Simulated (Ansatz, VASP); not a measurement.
# One calculation of Hg, two programs

```
CELL_PARAMETERS angstrom
2.12432 -2.67258 0.00000
2.12432 2.67258 0.00000
-2.11513 0.00000 2.89220
ATOMIC_POSITIONS crystal
Hg 0.00000 0.00000 0.00000
```

Alike in both runs: task single point; functional PBE; k mesh 9 × 9 × 9; occupations gaussian, width 0.05 eV; no spin polarisation.

```csv
,VASP,Ansatz
version,VASP 6.6.1,Ansatz 0.2.0
potentials or method,"VASP PAW PBE potentials, release 64 (Hg)",Ansatz PAW
plane-wave cutoff (eV),500,420
valence electrons in the cell,12,20
```

|  | VASP | Ansatz | Ansatz less VASP |
| --- | --- | --- | --- |
| gap on the k mesh at the Fermi level (eV) | none | none | - |
| pressure (GPa) | -0.5 | -0.6 | -0.06 |
| largest component of the traceless stress (GPa) | 0.32 | 0.31 | -0.015 |

A gap of «none» marks a metal or a gap that the smearing closes. With one functional, cell and mesh, what is left measures potentials, basis and numerics. The two sets of potentials don't hold the same shells in valence.

Spin-orbit coupling is left out, which matters for the levels of Hg.
